**Question**

I'm looking at a cutoff test for a five-atom cell of Bi₂Te₃, calculated with PBEsol, and I can't make the columns agree on how bad a low cutoff is.

Cutoff error against 600 eV for a fixed five-atom Bi2Te3 cell (P1, 33.30 Å³ an atom), from Ansatz 0.2.0 with scalar-relativistic plane-wave PAW, PBEsol, no spin polarisation, an 8×8×8 k mesh and 0.1 eV Gaussian smearing. Energies are taken to zero smearing, pressure is positive in compression and corrected for the finite cutoff, and force changes are per Cartesian component.

```tsv
wave cutoff (eV)	energy less reference (meV/atom)	pressure less reference (GPa)	largest force change (eV/Å)	plane waves at gamma
200	8060	0.324	0.437	1065
250	913	-0.054	0.0916	1491
300	70.4	0.029	0.00957	1967
350	3.92	0.007	0.00149	2471
420	1.21	0.004	0.00043	3273
```

At 200 eV the energy is wrong by 8 eV an atom, which looks hopeless, yet the pressure is off by only 0.3 GPa. The energy error then collapses, faster at each step, until the last step suddenly gains much less. The pressure error even changes sign on the way. What makes the energy so much more sensitive than the pressure, why does its fall slow down at the end, and which column should I trust when I choose a cutoff?

**Answer**

The columns measure different things. The energy column contains the whole cost of describing the orbitals with too few short waves. Forces and pressure contain only the part of that cost that changes when the atoms move or the cell changes size.

**What a low cutoff takes away**

A plane-wave calculation builds each orbital from waves, and the cutoff is the largest kinetic energy a wave may have. High kinetic energy means short wavelength, so a low cutoff removes fine detail. Broad bonding orbitals lose little by this, while compact orbitals lose much more.

This cell has compact orbitals in plenty. Its 78 valence electrons are made up of 15 from each Bi and 16 from each Te, which means that the filled Bi 5d and Te 4d shells are included. These shells sit close to their nuclei and are the natural source of the large error, although the table can't divide it between the two elements.

The size of the error shows how little has to be missing. Suppose that an orbital of energy $\varepsilon$ should contain a wave of kinetic energy $T$ with weight $w$. Leaving that wave out raises the energy by roughly $w(T-\varepsilon)$, or about $wT$ when $T$ is large. If most of the missing weight lies just above the cutoff, the energy error divided by the cutoff gives the missing weight, counted in electrons.

At 200 eV the error of the whole cell is $5\times8.06=40.3$ eV. Dividing by 200 eV gives about 0.2 electrons out of 78. This is only an order of magnitude, but it makes the 8 eV an atom less mysterious: all the electrons are still there, but a small part of their orbitals' weight can't be represented, and each bit of it is expensive.

The error is positive in every row for a related reason. A larger set of waves gives the orbitals more freedom, and the lowest energy they can reach goes down. The electronic state itself doesn't appear to switch, since the Fermi energy moves by only 0.03 eV between 200 eV and the reference.

**Why forces and pressure see so little of it**

Imagine a single atom in a large box. Its d shell is described just as badly wherever the atom sits, because plane waves favour no position. The energy error may be huge, but it is the same everywhere and exerts no force. At a fixed cutoff it doesn't depend on the size of the box either, so it adds no pressure.

In a solid, a force error can therefore come only from the part of the energy error that depends on the arrangement of the atoms. In fact, the change of a force is minus the slope of the energy error with the position of that atom. The force column thus tests how far the error belongs to the atoms themselves.

At 200 eV the largest force change is 0.437 eV/Å. Moving that atom by 0.1 Å along that axis would change the cell's energy error by about 0.04 eV, out of 40.3 eV. That is a tenth of a per cent. Near this geometry, almost the whole error stays with the atoms when they move.

The pressure tells the same story for a change of volume, provided that its correction, discussed below, does its job. A pressure error of 0.324 GPa is 0.00202 eV/Å³, and a 1 % expansion adds 0.333 Å³ an atom. The product is 0.7 meV an atom, a tiny change in an error of 8060 meV.

A small share of a huge error can still do harm. The cell is a distorted one with real forces, the largest component being 1.295 eV/Å at the reference cutoff. The force change at 200 eV is a third of that, so a relaxation there would be badly misled. By 300 eV the largest force change is about 0.01 eV/Å, although the energy is still off by 70 meV an atom.

Over the whole range, the part that stays with the atoms also shrinks more than the part that depends on geometry. From the first row to the last, the energy error shrinks by a factor of about 6700 and the force change by about 1000. The same 0.1 Å move changes 0.1 % of the cell's error at 200 eV but 0.7 % at 420 eV. This difference has built up by 350 eV, and on the last step the two errors shrink about equally. The table doesn't reveal which orbitals carry the part that depends on geometry.

**Why the pressure error changes sign**

The energy error has a fixed sign because extra waves lower the energy. Its slope has no such rule: an error that is positive everywhere can grow or shrink as the cell expands. The pressure error is this slope with its sign reversed, so it may pass through zero while the energy error is still large.

The printed error changes sign between 200 and 250 eV, and again between 250 and 300 eV. A slight flaw in the correction discussed below could also contribute, because that correction is far larger than the errors left after it. Either way, a small pressure error near such a crossing is no sign of convergence. The pressure is also an average over three directions, which can hide errors in the separate stress components. At 200 eV the average is off by 0.32 GPa, but the stress along $x$ is off by 1.08 GPa and the $yz$ shear by −0.76 GPa.

**What the pressure would look like without its correction**

The printed pressures have been corrected for the finite cutoff, and this matters a great deal. The number of waves below the cutoff $E_c$ in a cell of volume $V$ is

$$N=\frac{V}{6\pi^2}\left(\frac{2mE_c}{\hbar^2}\right)^{3/2},$$

where $m$ is the electron mass. This formula gives 1069 waves at 200 eV, against 1065 in the table.

Now expand the cell slightly and keep the same waves. All wavelengths stretch with the cell, so the kinetic energies fall and the effective cutoff drops as $V^{-2/3}$. The d shells are then described less well and the energy rises. The calculation feels this as a resistance to expansion, a false tension usually called Pulay stress:

$$P_\text{false}=\frac{2}{3}\,\frac{E_c}{v}\,\frac{dE}{dE_c},$$

with $E$ the energy and $v$ the volume, both for one atom.

The energy column is enough to estimate it. Between 250 and 300 eV the energy falls by $(913-70.4)/50=16.9$ meV an atom for each eV of cutoff. At the midpoint, 275 eV, the factor in front is $\tfrac{2}{3}\times275/33.30=5.5$ Å⁻³ eV. The result is −0.093 eV/Å³, or roughly −15 GPa.

That is hundreds of times the pressure errors printed for 250 and 300 eV. The atomic part of the error, harmless to a pressure taken at fixed cutoff, does enormous damage when the set of waves is fixed instead. An uncorrected cell relaxation in this range would shrink the crystal. The same estimate falls to about −0.05 GPa for the step from 350 to 420 eV. How the correction was made isn't stated, so the small errors that remain may partly be its own.

**Why the fall speeds up and then slows**

For a smooth, compact orbital, the weight of the waves drops very steeply with their kinetic energy. If the orbital were a plain Gaussian, every extra 50 eV would divide the error by roughly the same factor. Here the first three steps divide it by 9, 13 and 18, so the fall keeps steepening. Some of that is expected of a d shell: its weight at wave number $k$ carries an extra factor $k^4$, which holds back the fall most at low cutoffs.

The last step breaks the pattern: 70 eV more cutoff reduces the error only about threefold. To see how far this departs from the earlier trend, I drew a straight line through the logarithm of the error against the cutoff, by least squares on the four rows from 200 to 350 eV. Continued to 420 eV, which was left out as the test, it predicts an error nine times too small. Plotting against the wave number $\sqrt{2mE_c}/\hbar$ instead, as an exponential tail would require, still gives a value more than four times too small.

A likely reason lies in how the orbitals are smoothed. In the PAW method the rapid wiggles near each nucleus are handled separately, and the plane waves describe only a smooth stand-in, joined to the true orbital at a certain radius. The wave content of such a function can drop towards zero at some wave number and then return as a weak, slowly fading tail. That could explain the slow end and part of the quickening before it, but the wave content of the orbitals isn't available to confirm it.

There is a second candidate. The cutoff for the electron density was always four times the wave cutoff, so each row changes both. Part of the last 1.21 meV an atom may come from the density rather than the orbitals, and the rule that more waves lower the energy doesn't cover that part. Runs with the density cutoff held fixed would separate the two.

**Which column to trust**

Choose the column that matches the result you need, and check it against a higher cutoff. For total energies that means the energy column. For relaxing atoms, look at the forces. For relaxing the cell, look at the separate stress components, because the average pressure can be right by accident.

To compare two structures, take both energies at the same cutoff. Between 300 and 350 eV alone the energy drops by about 66 meV an atom with no change in the material. At equal cutoff, much of the atomic error should cancel between two similar structures of the same composition. The small slopes support this for small movements around this cell, but a comparison of two different crystal structures would need its own test.

For this cell, 420 eV is a sound working choice. It agrees with 600 eV to 1.21 meV an atom, 0.004 GPa and 0.0004 eV/Å, at about three times as many waves as 200 eV. The four lower cutoffs are all below the value recommended for these datasets. Any error that the 420 and 600 eV runs share remains invisible here, as does anything the cutoff doesn't control, such as the missing spin-orbit coupling, which matters for the bands of Bi₂Te₃, or the use of PAW datasets made for PBE in a PBEsol calculation. Nor is the cell a slightly shaken copy of the ordinary layered crystal: its closest tellurium atoms are much nearer to each other than those that face each other between the layers there. The test should be repeated for that crystal.
